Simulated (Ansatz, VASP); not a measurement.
**Ba: VASP beside Ansatz**

INCAR

```
SYSTEM = Ba
  PREC = Accurate
  ENCUT = 520
  EDIFF = 1E-6
  ISMEAR = 0
  SIGMA = 0.15
  LREAL = .FALSE.
  LASPH = .TRUE.
  NELM = 100
  ALGO = Fast
  ISIF = 2
  LWAVE = .FALSE.
  LCHARG = .FALSE.
  GGA = PE
  NBANDS = 11
```

KPOINTS

```
Automatic mesh
0
G
  14 14 14
  0 0 0
```

POSCAR

```
Ba
1.0
   -2.5000000000      2.5000000000      2.3750000000
    2.5000000000     -2.5000000000      2.3750000000
    2.5000000000      2.5000000000     -2.3750000000
Ba
1
Direct
    0.0000000000      0.0000000000      0.0000000000
```

Input for Ansatz:

```yaml
crystal:
  lattice:
    - [-2.5, 2.5, 2.375]
    - [2.5, -2.5, 2.375]
    - [2.5, 2.5, -2.375]
  atoms:
    - { symbol: Ba, position: [0.0, 0.0, 0.0] }
basis:
  ecutwfc: 420
kpoints:
  mp_grid: { grid: [14, 14, 14] }
hamiltonian:
  xc: pbe
scf:
  occupations: { method: gaussian, width: 0.15 }
output:
  forces: true
  stress: true
  eigenvalues: true
```

Change from the starting cell: strain +0.000 along x and y, -0.050 along z, atoms carried along.

Alike in both runs: task single point; functional PBE; k mesh 14 × 14 × 14; occupations gaussian, width 0.15 eV; no spin polarisation.

|  | VASP | Ansatz |
| --- | --- | --- |
| version | VASP 6.6.1 | Ansatz 0.2.0 |
| potentials or method | VASP PAW PBE potentials, release 64 (Ba_sv) | scalar-relativistic, plane waves, PAW |
| plane-wave cutoff (eV) | 520 | 420 |
| valence electrons in the cell | 10 | 10 |

```tsv
	VASP	Ansatz	Ansatz less VASP
gap on the k mesh at the Fermi level (eV)	none	none	-
pressure (GPa)	0.7	0.6	-0.07
largest component of the traceless stress (GPa)	0.21	0.21	-0.004
```

A gap of «none» marks a metal or a gap that the smearing closes. The functional is the same, so the differences come from potentials, cutoffs and numerics.

The runs have no spin-orbit coupling, so splittings on Ba are missing.
